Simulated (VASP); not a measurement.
MgS, 2 atoms in the cell. It takes space group Imm2 (No. 44, orthorhombic). The conventional cell has a = 3.856 Å, b = 4.157 Å, c = 5.666 Å, α = 90.00°, β = 90.00°, γ = 90.00°. Around Mg (site symmetry mm2) lie 4 S at 2.39 to 2.52 Å. Around S (site symmetry mm2) lie 4 Mg at 2.39 to 2.52 Å. The cell comes from a database or a generator and needn't be the stable form of this composition. The cell isn't the ideal one: strain +0.0750 x Voigt [0, 0, 0, 0, 0, 1], atoms carried along.

```yaml
Program: VASP 6.6.1
Task: single point
Functional: LDA
Potentials_or_basis: VASP PAW LDA potentials, release 64 (Mg, S)
Cutoff: 520 eV
k_mesh: 8 × 8 × 8
Occupations: gaussian, width 0.05 eV
Spin: no spin polarisation
Dipole_correction: no
Further_INCAR_settings: ALGO = Normal; EDIFF = 1e-06; NBANDS = 11
```

Potentials or basis: VASP PAW LDA potentials, release 64 (Mg, S).

The run is started by

```bash
$ cat potpaw_LDA.64/Mg/POTCAR potpaw_LDA.64/S/POTCAR > POTCAR
$ mpirun -np 1 vasp_std > vasp.out
```

Hardware: 1 thread of Intel(R) Xeon(R) Platinum 8488C (Sapphire Rapids), on a shared host.

Task: How long does it take, and how much memory?

Result: Wall time 33 s on 1 thread of Intel(R) Xeon(R) Platinum 8488C (Sapphire Rapids), on a shared host, peak memory 0.18 GiB. Counts: scf iterations 12, k points 95.
